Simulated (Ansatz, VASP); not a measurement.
This is a calculation of GaN for Ansatz 0.2.0. 

File input.yaml:

```yaml
crystal:
  lattice:
    - [3.18, 0.0, 0.0]
    - [-1.59, 2.753960784, 0.0]
    - [0.0, 0.0, 5.166]
  atoms:
    - { symbol: Ga, position: [0.6666666667, 0.3333333333, 0.5] }
    - { symbol: Ga, position: [0.3333333333, 0.6666666667, 0.0] }
    - { symbol: "N", position: [0.6666666667, 0.3333333333, 0.875] }
    - { symbol: "N", position: [0.3333333333, 0.6666666667, 0.375] }
hamiltonian:
  xc: pbe
  pseudopotentials: { kind: paw }
kpoints:
  mp_grid: { grid: [10, 10, 5] }
scf:
  occupations: { method: gaussian, width: 0.017 }
output:
  forces: true
  stress: true
  eigenvalues: true
  write_density: true
  write_potential: true
  elf: true
  volumetric_format: npy
```

Potentials or basis: Ansatz PAW.

Run with:

```bash
$ ansatz run input.yaml --threads 2 --pin off --max-ram 5632MiB --backend cpu --events-out ev --progress --plain --runs-dir out
```

**Question.** What does the same run look like in VASP 6.6.1? Potentials or basis there: PBE PAW files Ga_d, N, 520 eV.

**Answer.** As run (cutoffs and basis follow the program's own potentials, and thresholds, step limits or extra output files can differ):

The input INCAR:

```
PREC = Accurate
ENCUT = 520
EDIFF = 1E-7
ISMEAR = 0
SIGMA = 0.017
LREAL = False
LASPH = True
NELM = 100
ALGO = Fast
ISIF = 2
LWAVE = False
LCHARG = False
GGA = PE
```

KPOINTS

```
Automatic mesh
0
Gamma
  10 10 5
```

Contents of POSCAR:

```
GaN
1.0
    3.1800000000      0.0000000000      0.0000000000
   -1.5900000000      2.7539607840      0.0000000000
    0.0000000000      0.0000000000      5.1660000000
Ga N
2 2
Direct
    0.6666666667      0.3333333333      0.5000000000
    0.3333333333      0.6666666667      0.0000000000
    0.6666666667      0.3333333333      0.8750000000
    0.3333333333      0.6666666667      0.3750000000
```

Potentials or basis: VASP PAW PBE potentials, release 64 (Ga_d, N).

Launch:

```console
$ cat potpaw_PBE.64/Ga_d/POTCAR potpaw_PBE.64/N/POTCAR > POTCAR
$ mpirun -np 1 vasp_std > vasp.out
```

Both were run:

|  | Ansatz | VASP |
| --- | --- | --- |
| Pressure | 7.3 GPa | 7.5 GPa |
| Largest force | 0.137 eV/Å | 0.135 eV/Å |

Ansatz's pressure holds a Pulay term of +0.52 GPa for its cutoff of 420 eV, which the other run lacks.

Where Ansatz's input types no cutoff or centring, it takes its own default and a Γ-centred mesh.

Pressure is positive in compression.
